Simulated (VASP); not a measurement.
Set up this calculation in VASP 6.6.1, as the native input.

```yaml
Task: relaxation of cell and atoms
Functional: PBE
Potentials_or_basis: VASP PAW PBE potentials, release 64 (Sr_sv)
Cutoff: 520 eV
k_mesh: 16 × 16 × 16
Occupations: gaussian, width 0.1 eV
Spin: no spin polarisation
Further_INCAR_settings: ALGO = Normal; EDIFF = 1e-07; IBRION = 2; POTIM = 0.3; EDIFFG = -0.005; NSW = 60; ISIF = 3
```

The structure of Sr lies in POSCAR:

```
Sr                                      
1.0
   -3.7157662467      3.7147585633      1.9917966120
    3.7157662467     -3.7147585633      1.9917966120
    3.7157662467      3.7147585633     -1.9917966120
  Sr            
     2
Direct
     0.8749406966487908    0.1249406966487910    0.7500000000000000
     0.1250593033512090    0.8750593033512092    0.2500000000000000
```

This isn't the form of Sr at room conditions, which is fcc.

These files were run (other wordings do the same):

INCAR

```
SYSTEM = Sr
PREC     = Accurate       ! precision mode
ENCUT    = 520            ! plane-wave cutoff, eV
EDIFF    = 1E-7           ! SCF threshold, eV
ISMEAR   = 0              ! smearing method
SIGMA    = 0.1            ! smearing width, eV
LREAL    = .False.        ! projectors in reciprocal space
LASPH    = .True.         ! aspherical terms in the spheres
NELM     = 120            ! most SCF steps
ALGO     = Normal         ! electronic algorithm
ISIF     = 3              ! what is computed and relaxed
LWAVE    = .False.        ! write WAVECAR
LCHARG   = .False.        ! write CHGCAR
GGA      = PE             ! functional
IBRION   = 2              ! ionic algorithm
NSW      = 60             ! ionic steps
EDIFFG   = -0.005         ! ionic threshold
POTIM    = 0.3            ! step
```

KPOINTS

```
regular mesh
0
Gamma
  16 16 16
  0 0 0
```

Potentials or basis: VASP PAW PBE potentials, release 64 (Sr_sv).

Run with:

```sh
$ cat potpaw_PBE.64/Sr_sv/POTCAR > POTCAR
$ mpirun -np 1 vasp_std > vasp.out
```

It gave:

```yaml
Relaxed_volume: 55.50 Å³/atom
Relaxed_cell: a = 5.636 Å, b = 5.636 Å, c = 5.636 Å, α = 97.24°, β = 97.21°, γ = 138.46°
Space_group_after_relaxing_to_0.05_Å: I4_1/amd (No. 141)
Energy_gained_by_relaxing: 0.1 meV/atom
Ionic_steps: 4
Pressure_after_relaxing: 0.0 GPa
Band_gap_on_the_k_mesh: none (metal or under the smearing width)
```

Wall time 30 min on 1 thread of Intel(R) Xeon(R) Platinum 8559C (Emerald Rapids) (shared host), peak memory 0.96 GiB.
